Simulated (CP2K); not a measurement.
Runs of CP2K 2026.2 on HgTe. It takes space group I-4m2 (No. 119, tetragonal). The conventional cell has a = 6.091 Å, b = 6.091 Å, c = 3.119 Å, α = 90.00°, β = 90.00°, γ = 90.00°. Around Hg (site symmetry -4m2) lie 2 Hg at 3.12 Å and 4 Te at 3.14 Å. Around Te (site symmetry -4m2) lie 2 Te at 3.12 Å and 4 Hg at 3.14 Å. Measurements of this composition are mostly on another form, of space group No. 216.

| task | level | potentials or basis | smearing | EPS_DEFAULT | NGRIDS | CUTOFF of the grids | points a segment of the path (NPOINTS) | bands added on the path | gap on the mesh (eV) | pressure (GPa) |
| --- | --- | --- | --- | --- | --- | --- | --- | --- | --- | --- |
| single point | LDA | GTH_POTENTIALS Hg GTH-PADE-q12, Te GTH-PADE-q6; TZVP-MOLOPT-PBE-GTH basis | gaussian 0.1 eV | 1.0E-10 | 5 | 450 Ry | - | - | none | -4.2 |
| band structure | TASK | POTENTIAL_UZH Hg GTH-SCAN-q12, Te GTH-SCAN-q6; TZVP-MOLOPT-SCAN-GTH basis | fermi-dirac 0.0259 eV | 1.0E-9 | 4 | 675 Ry | 8 | 2 | none | 1.9 |
| band structure | r2SCAN | POTENTIAL_UZH Hg GTH-SCAN-q12, Te GTH-SCAN-q6; TZVP-MOLOPT-SCAN-GTH basis | fermi-dirac 0.1 eV | 1.0E-9 | 5 | 675 Ry | 10 | 6 | none | -1.2 |
| band structure | LDA | GTH_POTENTIALS Hg GTH-PADE-q12, Te GTH-PADE-q6; TZVP-MOLOPT-PBE-GTH basis | fermi-dirac 0.0259 eV | 1.0E-9 | 5 | 450 Ry | 8 | 2 | none | -4.2 |
| band structure | SCAN | POTENTIAL_UZH Hg GTH-SCAN-q12, Te GTH-SCAN-q6; TZVP-MOLOPT-SCAN-GTH basis | fermi-dirac 0.01 eV | 1.0E-10 | 4 | 675 Ry | 6 | 6 | none | (a) |

Alike in all rows: no spin polarisation; cell as given; k mesh 10 × 10 × 10.

**Question.** Estimate the missing entries.

**Answer.** (a) -1.0.

Caveats: the basis of atomic orbitals isn't converged, which shifts pressures, moduli and gaps; the potentials were made for another functional, which shifts forces and pressure (some runs).

A k mesh can miss the band edges, and the runs leave out spin-orbit coupling on Hg, Te.

A gap of «none» marks a metal or a gap under the smearing width.

Not every run made on this cell is shown here.
